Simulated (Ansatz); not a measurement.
**Sensitivity of the gradients in HfO2 to the input**

This input was run with Ansatz:

```yaml
crystal:
  lattice:
    - [5.1156, 0.0, 0.0]
    - [0.0, 5.1722, 0.0]
    - [-0.8447144024, 0.0, 5.2269842757]
  atoms:
    - { symbol: Hf, position: [0.2759, 0.0412, 0.2078] }
    - { symbol: Hf, position: [0.7241, 0.5412, 0.2922] }
    - { symbol: Hf, position: [0.7241, 0.9588, 0.7922] }
    - { symbol: Hf, position: [0.2759, 0.4588, 0.7078] }
    - { symbol: O, position: [0.073, 0.346, 0.332] }
    - { symbol: O, position: [0.927, 0.846, 0.168] }
    - { symbol: O, position: [0.927, 0.654, 0.668] }
    - { symbol: O, position: [0.073, 0.154, 0.832] }
    - { symbol: O, position: [0.446, 0.748, 0.488] }
    - { symbol: O, position: [0.554, 0.248, 0.012] }
    - { symbol: O, position: [0.554, 0.252, 0.512] }
    - { symbol: O, position: [0.446, 0.752, 0.988] }
kpoints:
  mp_grid: { grid: [5, 5, 5] }
scf:
  occupations: { method: fermi_dirac, width: 0.02 }
  initial_density: { chi_scale: 0.1 }
  algorithm: density_mixing
hamiltonian:
  xc: pbe
  pseudopotentials: { kind: paw, frozen_core: stored }
output:
  forces: true
  stress: true
  populations: true
  efg: { quadrupole_moments_barn: { Hf: 3.365, O: -0.02558 } }
basis:
  ecutwfc: "550 eV"
```

```sh
ansatz run input.yaml --threads 1 --pin off --max-ram 3072MiB --backend cpu --events-out ev --progress --plain --runs-dir out
```

It converged. Of its output the block on the nuclei alone is shown, without the SCF iterations, energies, forces and stress (one atom of each set):

```
--- PAW observables at the nuclei: V_zz in 10²¹ V/m², potentials from the cell's mean, atoms counted from 1 ---
  atom   1  Hf V_zz =   +15.009794   η = 0.2842   by run symmetry: allowed   C_q = +1221.2770 MHz
            electrostatic potential = -14179.452017 V   contact ρ = none
  atom   5  O  V_zz =    -1.738480   η = 0.6110   by run symmetry: allowed   C_q = +1.0753 MHz
            electrostatic potential = -630.539721 V   contact ρ = none
  atom   9  O  V_zz =    +1.113954   η = 0.8264   by run symmetry: allowed   C_q = -0.6890 MHz
            electrostatic potential = -630.035943 V   contact ρ = none
```

(1) Can these gradients be trusted, and how do they compare with a run on standard settings?

Answers

(1) They agree with the standard run. Against the standard input the change is `scf.initial_density.chi_scale`: not typed → 0.1; `scf.algorithm`: not typed → density_mixing; `basis.ecutwfc`: not typed → 550 eV. A site carries the number of its first atom; V_zz in 10²¹ V/m².

| site | V_zz standard | η standard | V_zz here | η here |
| --- | --- | --- | --- | --- |
| Hf | 14.99 | 0.28 | 15.01 | 0.28 |
| O5 | -1.74 | 0.61 | -1.74 | 0.61 |
| O9 | 1.11 | 0.83 | 1.11 | 0.83 |

No V_zz moves by more than 0.02. SCF iterations: 7 and 11.

On the reference run: At this cell the principal stresses reach 6 GPa in size with PBE, which can matter for small gradients. The largest force is 1.2 eV/Å, so the atoms aren't at the calculated equilibrium and relaxing them would move these values. Without spin–orbit coupling the gradients at and beside Hf can be off by some per cent, at some sites by more.
